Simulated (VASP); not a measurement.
A VASP 6.6.1 single-point calculation on KTaO₃

INCAR

```
NELM = 83
SIGMA = 0.02
LCHARG = .FALSE.
ENCUT = 520
ALGO = VeryFast
LREAL = .FALSE.
LWAVE = .FALSE.
BMIX = 0.0001
ISIF = 2
PREC = Accurate
ISMEAR = -1
LASPH = .TRUE.
NSW = 0
NBANDS = 27
EDIFF = 1E-7
AMIX = 0.2
GGA = PE
IBRION = -1
```

KPOINTS

```
KPOINTS created by Atomic Simulation Environment
0
Gamma
6 6 6
0 0 0
```

POSCAR

```
K  Ta O
 1.0000000000000000
     3.9901309586000000    0.0000000000000000    0.0000000000000000
     0.0000000000000000    3.9901309586000000    0.0000000000000000
     0.0000000000000000    0.0000000000000000    4.2020069124999999
 K   Ta  O
   1   1   3
Cartesian
  1.9950654793000000  1.9950654793000000  2.1010034562500000
  0.0000000000000000  0.0000000000000000  0.0000000000000000
  1.9950654793000000  0.0000000000000000  0.0000000000000000
  0.0000000000000000  1.9950654793000000  0.0000000000000000
  0.0000000000000000  0.0000000000000000  2.1010034562500000
```

The recommended PBE PAW datasets give the neutral cell 38 valence electrons.

Command

```
mpirun -np 1 vasp_std
```

Task: How does this run end, and what does it give?

Result: It converged. Results: gap between bands v and c on the k mesh 1.99 eV; least direct gap on the k mesh 2.57 eV; pressure -3.2 GPa. Band v is the last that the valence electrons fill when counted band by band, and c is the next.

OSZICAR

```
N       E                     dE             d eps       ncg     rms          rms(c)
RMM:   1     0.301167374445E+03    0.30117E+03   -0.17487E+04  1080   0.120E+03
RMM:   2     0.251199542538E+02   -0.27605E+03   -0.44581E+03  1080   0.317E+02
RMM:   3    -0.709590723437E+01   -0.32216E+02   -0.95808E+02  1080   0.155E+02
RMM:   4    -0.387526193606E+02   -0.31657E+02   -0.25115E+02  1080   0.859E+01
RMM:   5    -0.462374796353E+02   -0.74849E+01   -0.69760E+01  1080   0.459E+01
RMM:   6    -0.482607403282E+02   -0.20233E+01   -0.19865E+01  1080   0.252E+01
RMM:   7    -0.489760611673E+02   -0.71532E+00   -0.70442E+00  1080   0.152E+01
RMM:   8    -0.492842418805E+02   -0.30818E+00   -0.29989E+00  1080   0.934E+00
RMM:   9    -0.496653669153E+02   -0.38113E+00   -0.37395E+00  3435   0.636E+00
RMM:  10    -0.497218022503E+02   -0.56435E-01   -0.53464E-01  3953   0.215E+00
...
RMM:  27    -0.409391645015E+02   -0.17593E-05   -0.26785E-05  3721   0.186E-02    0.833E-04
RMM:  28    -0.409391662185E+02   -0.17170E-05   -0.16963E-05  3600   0.124E-02    0.150E-03
RMM:  29    -0.409391671173E+02   -0.89873E-06   -0.80111E-06  3240   0.870E-03    0.151E-03
RMM:  30    -0.409391676623E+02   -0.54499E-06   -0.52683E-06  2991   0.662E-03    0.190E-03
RMM:  31    -0.409391680380E+02   -0.37574E-06   -0.28676E-06  2801   0.515E-03    0.135E-03
RMM:  32    -0.409391682877E+02   -0.24968E-06   -0.18978E-06  2615   0.400E-03    0.706E-04
RMM:  33    -0.409391683971E+02   -0.10944E-06   -0.10724E-06  2396   0.302E-03    0.752E-04
RMM:  34    -0.409391684982E+02   -0.10104E-06   -0.70516E-07  2317   0.246E-03    0.514E-04
RMM:  35    -0.409391685508E+02   -0.52685E-07   -0.46678E-07  2139   0.193E-03
   1 F= -.40939169E+02 E0= -.40939169E+02  d E =-.248206E-13
```

For comparison, a separate PBE run of the intended cell, on usual settings and not on those above, gives a gap of 1.99 eV on its mesh and a pressure of -3.2 GPa.
